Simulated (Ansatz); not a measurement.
# Al$_{2}$Cu: energy along a strain

Al$_{2}$Cu, Fm-3m, a = 5.726 Å. The structure is a Materials Project entry; whether it is the stable form wasn't checked. Ansatz: PBEsol, PAW, 420 eV, Γ-centred 16×16×16 mesh on 3 atoms, Gaussian smearing 0.15 eV; no spin polarisation. Cell vectors (Å): -2.025 2.025 2.863; 2.025 -2.025 2.863; 2.025 2.025 -2.863. The cell is strained by x per cent times the pattern (0 1 0 0 0 0) in the order xx yy zz yz xz xy (engineering shears), with fractional coordinates held. y is the free energy over the start, V0 = 15.648 Å³/atom. Points with a strain past 8.5 % were computed too (3) and aren't used here.

| x (%) | y (meV/atom) |
| --- | --- |
| -7.50 | 65.46 |
| -5.00 | ? |
| -2.50 | 6.74 |
| 0.00 | 0.00 |
| 2.50 | 6.06 |
| 5.00 | 23.18 |
| 7.50 | 49.38 |

**Question.** Fit y = c2 x² + c3 x³ to the other rows, get the stiffness along the pattern, and predict the missing energy.

**Answer.** Least squares on the rows shown. y = 1.0210 x² − 0.019049 x³. The clamped-ion stiffness p·C·p = 2 × 10.21 eV × 160.2 / 15.648 Å³ = 209 GPa, which is C22 in these axes. At x = -5.00 the fit asked for gives 27.91 meV/atom. The run gave 28.08 meV/atom, so the fit is 0.17 meV/atom too low, 0.26 % of the span of the series, against an rms of 0.03 meV/atom on the fitted rows. With a term in x⁴ added, a fit to the same known rows predicts 27.95 meV/atom, which recovers part of the miss; the known rows don't hold the rest.